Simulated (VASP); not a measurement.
Here is a VASP 6.6.1 calculation.

The input INCAR:

```
PREC     = Accurate       # precision mode
ENCUT    = 600            # plane-wave cutoff, eV
EDIFF    = 1E-7           # SCF threshold, eV
ISMEAR   = 0              # smearing method
SIGMA    = 0.01           # smearing width, eV
LREAL    = F              # projectors in reciprocal space
LASPH    = T              # aspherical terms in the spheres
NELM     = 100            # most SCF steps
ALGO     = Normal         # electronic algorithm
ISIF     = 8              # what is computed and relaxed
LWAVE    = F              # write WAVECAR
LCHARG   = F              # write CHGCAR
GGA      = PE             # functional
IBRION   = 2              # ionic algorithm
NSW      = 80             # ionic steps
EDIFFG   = -0.01          # ionic threshold
```

File KPOINTS:

```
Automatic mesh
0
Gamma
  6 6 6
```

POSCAR

```
NaH
1.0
    0.0000000000      2.4400000000      2.4400000000
    2.4400000000      0.0000000000      2.4400000000
    2.4400000000      2.4400000000      0.0000000000
Na H
1 1
Direct
    0.0000000000      0.0000000000      0.0000000000
    0.5000000000      0.5000000000      0.5000000000
```

Potentials or basis: VASP PAW PBE potentials, release 64 (Na_pv, H).

The run is started by

```bash
$ cat potpaw_PBE.64/Na_pv/POTCAR potpaw_PBE.64/H/POTCAR > POTCAR
$ mpirun -np 1 vasp_std > vasp.out
```

(1) Predict the space group after relaxing (to 0.05 Å).

(2) What does it give for the relaxed cell?

Results:

(1) Fm-3m (No. 225).

(2) a = 3.421 Å, b = 3.421 Å, c = 3.421 Å, α = 60.00°, β = 60.00°, γ = 60.00°.
